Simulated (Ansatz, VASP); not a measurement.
**One calculation of Ta, two programs**

```xyz
4
Lattice="3.3190 0.0000 0.0000 0.0000 3.3190 0.0000 0.0000 0.0000 18.9785" Properties=species:S:1:pos:R:3 pbc="T T T"
Ta    1.6595    1.6595    7.0000
Ta    0.0000    0.0000    8.6595
Ta    1.6595    1.6595   10.3061
Ta    0.0000    0.0000   11.7997
```

Alike in both runs: functional PBE; k mesh 9 × 9 × 1; occupations gaussian, width 0.1 eV; no spin polarisation.

Ansatz relaxed the structure, and its values are those at the end. VASP's run is a single point on that final structure, the one shown.

```csv
,VASP,Ansatz
version,VASP 6.6.1,Ansatz 0.2.0
potentials or method,"VASP PAW PBE potentials, release 64 (Ta_pv)","scalar-relativistic, plane waves, PAW"
plane-wave cutoff (eV),520,420
valence electrons in the cell,44,52
```

Ansatz gave:

| Item | Value |
| --- | --- |
| gap on the k mesh at the Fermi level (eV) | none |
| rms of the force components (eV/Å) | 0.329 |

Question: Which values does VASP return?

Answer: gap on the k mesh at the Fermi level (eV): none; rms of the force components (eV/Å): 0.333.

A gap of «none» marks a metal or a gap that the smearing closes. With one functional, cell and mesh, what is left measures potentials, basis and numerics. The two sets of potentials don't hold the same shells in valence.

Spin-orbit coupling is left out, which matters for the levels of Ta.
